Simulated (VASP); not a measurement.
Si, 8 atoms in the cell. The cell holds a slab with vacuum, 8 atoms: a = 3.840 Å, b = 3.840 Å, c = 25.191 Å, α = 90.00°, β = 90.00°, γ = 120.00°. The slab is cut from a database's or a generator's crystal, which needn't be the stable form of the element.

```yaml
Program: VASP 6.6.1
Task: work function
Functional: PBE
Potentials_or_basis: VASP PAW PBE potentials, release 64 (Si)
Cutoff: 520 eV
k_mesh: 6 × 6 × 1
Occupations: fermi-dirac, width 0.05 eV
Spin: no spin polarisation
Dipole_correction: yes
Further_INCAR_settings: ALGO = Fast; EDIFF = 1e-06
```

Potentials or basis: VASP PAW PBE potentials, release 64 (Si).

Run with:

```console
$ cat potpaw_PBE.64/Si/POTCAR > POTCAR
$ mpirun -np 1 vasp_std > vasp.out
```

Hardware: 1 thread of Intel(R) Xeon(R) 6975P-C (Granite Rapids), with other jobs on the host.

Task: How long does it take, and how much memory?

Result: Run time: 57 s on 1 thread of Intel(R) Xeon(R) 6975P-C (Granite Rapids) (shared host), peak memory 0.39 GiB. Counts: scf iterations 22, k points 7.
